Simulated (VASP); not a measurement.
# Ti (Fm-3m) in VASP: a series of runs, part 2 of 2

VASP 6.6.1. The steps go on from the part before.

## Step 3: Single point, PBE

This run uses another cell than the first one, of 17.65 Å³/atom, 1.016 times its volume.

Contents of INCAR:

```
  ALGO = Normal
  EDIFF = 1E-6
  ENCUT = 520
  GGA = PE
  ISIF = 2
  ISMEAR = 0
  LASPH = T
  LCHARG = F
  LREAL = F
  LWAVE = F
  NBANDS = 12
  NELM = 60
  PREC = Accurate
  SIGMA = 0.05
```

Contents of KPOINTS:

```
k-points
0
Gamma
  18 18 18
```

Contents of POSCAR:

```
Ti
1.0
    0.0000000000      2.0666285835      2.0666285835
    2.0666285835      0.0000000000      2.0666285835
    2.0666285835      2.0666285835      0.0000000000
Ti
1
Direct
    0.0000000000      0.0000000000      0.0000000000
```

Potentials or basis: VASP PAW PBE potentials, release 64 (Ti_sv).

Started as:

```sh
cat potpaw_PBE.64/Ti_sv/POTCAR > POTCAR
mpirun -np 1 vasp_std > vasp.out
```

OUTCAR:

```text
EDIFF = 1E-6
   ENCUT = 520
   GGA = PE
   ISIF = 2
   ISMEAR = 0
   LASPH = T
   LREAL = F
   NELM = 60
   PREC = Accurate

 ion  position               nearest neighbor table
   1  0.000  0.000  0.000-

  LATTYP: Found a face centered cubic cell.
 ALAT       =     4.1332571670

  Lattice vectors:

 A1 = (   0.0000000000,   2.0666285835,   2.0666285835)
 A2 = (   2.0666285835,   0.0000000000,   2.0666285835)
 A3 = (   2.0666285835,   2.0666285835,   0.0000000000)

Analysis of symmetry for initial positions (statically):
=====================================================================
 Subroutine PRICEL returns:
 Original cell was already a primitive cell.

 Routine SETGRP: Setting up the symmetry group for a
 face centered cubic supercell.

 Subroutine GETGRP returns: Found 48 space group operations
 (whereof 48 operations were pure point group operations)
 out of a pool of 48 trial point group operations.

The static configuration has the point symmetry O_h .

Analysis of symmetry for dynamics (positions and initial velocities):
=====================================================================
 Subroutine PRICEL returns:
 Original cell was already a primitive cell.

[... 169 lines left out ...]
      6       8.9106      0.00000
      7       8.9106      0.00000
      8       8.9106      0.00000
      9      10.5052      0.00000
     10      10.5052      0.00000
     11      23.2044      0.00000
     12      27.6007      0.00000
[... 331 lines left out ...]
 k-point    24 :      -0.2222    0.0556    0.0000
  band No.  band energies     occupation
      1     -48.6380      2.00000
      2     -24.8762      2.00000
      3     -24.6301      2.00000
      4     -24.6030      2.00000
      5       3.7254      2.00000
      6       8.1138      0.06060
      7       9.1373      0.00000
      8       9.2350      0.00000
      9      10.3153      0.00000
     10      10.7822      0.00000
     11      21.0931      0.00000
     12      23.8551      0.00000

 [... further k-points ...]

------------------------ aborting loop because EDIFF is reached ----------------------------------------

  FORCE on cell =-STRESS in cart. coord.  units (eV):
  Direction    XX          YY          ZZ          XY          YZ          ZX
  --------------------------------------------------------------------------------------
  -------------------------------------------------------------------------------------
  Total       -0.2057636     -0.2057636     -0.2057636     -0.0000000      0.0000000     -0.0000000
  in kB      -18.6750554    -18.6750554    -18.6750554     -0.0000000      0.0000000     -0.0000000
  external PRESSURE =     -18.6750554 kB  Pullay stress =       0.0000000 kB

 VOLUME and BASIS-vectors are now :
 -----------------------------------------------------------------------------
  energy-cutoff  :      520.00
  volume of cell :       17.65
      direct lattice vectors                 reciprocal lattice vectors
     0.000000000  2.066628584  2.066628584    -0.241939942  0.241939942  0.241939942
     2.066628584  0.000000000  2.066628584     0.241939942 -0.241939942  0.241939942
     2.066628584  2.066628584  0.000000000     0.241939942  0.241939942 -0.241939942

 POSITION                                       TOTAL-FORCE (eV/Angst)
 -----------------------------------------------------------------------------------
      0.00000      0.00000      0.00000         0.000000      0.000000     -0.000000
 -----------------------------------------------------------------------------------
    total drift:                               -0.000000      0.000000      0.000000

  FREE ENERGIE OF THE ION-ELECTRON SYSTEM (eV)
  ---------------------------------------------------
  free  energy   TOTEN  =        -7.7770131739 eV

  energy  without entropy=       -7.7747298066  energy(sigma->0) =       -7.77587149
```

It took 45 s on 1 thread of Intel Xeon Platinum 8175M at 2.50GHz (Skylake/Cascade Lake), shared host; peak memory 0.17 GiB.

What came out:

- Free energy: -7.7770 eV
- Pressure: -1.9 GPa
- Band gap on the k mesh: none (metal or under the smearing width)

## Step 4: Single point, PBE

This run uses another cell than the first one, of 17.46 Å³/atom, 1.005 times its volume.

Contents of INCAR:

```
SYSTEM = Ti
ALGO = Normal
EDIFF = 1E-7
ENCUT = 520
GGA = PE
ISIF = 2
ISMEAR = 0
LASPH = .True.
LCHARG = .False.
LREAL = .False.
LWAVE = .False.
NBANDS = 12
NELM = 60
PREC = Accurate
SIGMA = 0.05
```

Contents of KPOINTS:

```
k-points
0
Gamma
  18 18 18
  0 0 0
```

Contents of POSCAR:

```
Ti
1.0
    0.0000000000      2.0591618971      2.0591618971
    2.0591618971      0.0000000000      2.0591618971
    2.0591618971      2.0591618971      0.0000000000
Ti
1
Direct
    0.0000000000      0.0000000000      0.0000000000
```

Started as:

```sh
cat potpaw_PBE.64/Ti_sv/POTCAR > POTCAR
mpirun -np 1 vasp_std > vasp.out
```

Wall time 47 s (1 thread of Intel Xeon Platinum 8175M at 2.50GHz (Skylake/Cascade Lake), shared host); peak memory 0.16 GiB.

The run converged. Its results:

| Quantity | Value |
| --- | --- |
| Free energy | -7.7785 eV |
| Pressure | -0.8 GPa |
| Band gap on the k mesh | none (metal or under the smearing width) |

Levels at points of the mesh, in eV from the Fermi level:
```
           k point  band 2  band 3  band 4  band 5  band 6  band 7  band 8  band 9  band 10  band 11
(0.00, 0.00, 0.00)  -32.59  -32.59  -32.59   -6.08    0.87    0.87    0.87    2.49     2.49    15.22
(0.50, 0.00, 0.00)  -33.24  -32.67  -32.67   -2.57    0.62    0.76    0.76    3.55     3.55     8.11
(0.50, 0.50, 0.00)  -33.20  -32.82  -32.82   -2.55   -1.69    2.82    3.54    3.82     3.82    10.48
```

## Step 5: Summary

| cell | gap on the mesh (eV) | pressure (GPa) |
| --- | --- | --- |
| Fm-3m, 17.38 Å³/atom | none | -0.3 |
| Fm-3m, 17.65 Å³/atom | none | -1.9 |
| Fm-3m, 17.46 Å³/atom | none | -0.8 |

Alike in all rows: task single point; level PBE; potentials or basis VASP PAW PBE potentials, release 64 (Ti_sv); no spin polarisation; k mesh 18 × 18 × 18; cutoff (eV) 520; smearing gaussian 0.05 eV.

Every run on the cell as given and a fine mesh finds a metal.

Absolute energies hang on the potentials; compare differences alone.
